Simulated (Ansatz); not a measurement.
A run of Ansatz 0.2.0 is set up as follows.

The input input.yaml:

```yaml
crystal:
  lattice:
    - [-2.6975585167, 2.6975585167, 2.6975585167]
    - [2.6975585167, -2.6975585167, 2.6975585167]
    - [2.6975585167, 2.6975585167, -2.6975585167]
  atoms:
    - { symbol: K, position: [0.0, 0.0, 0.0] }
hamiltonian:
  xc: pbe
  pseudopotentials: { kind: nc, accuracy: standard }
kpoints:
  mp_grid: { grid: [7, 7, 7] }
  band_path:
    path:
      - [[0.0, 0.0, 0.0], [0.5, -0.5, 0.5], [0.0, 0.0, 0.5], [0.0, 0.0, 0.0], [0.25, 0.25, 0.25], [0.5, -0.5, 0.5]]
      - [[0.25, 0.25, 0.25], [0.0, 0.0, 0.5]]
    npoints: 14
scf:
  occupations: { method: fermi_dirac, width: 0.05 }
  n_extra_bands: 6
output:
  forces: true
  stress: true
  eigenvalues: true
  fatbands: false
```

Potentials or basis: PseudoDojo standard (PBE files).

Command:

```console
$ ansatz run input.yaml --threads 2 --pin off --max-ram 5632MiB --backend cpu --events-out ev --progress --plain --runs-dir out
```

(1) What does it give for the pressure?

(2) Predict the band gap on the k mesh.

## Answers

(1) -0.2 GPa.

(2) none (metal or under the smearing width).
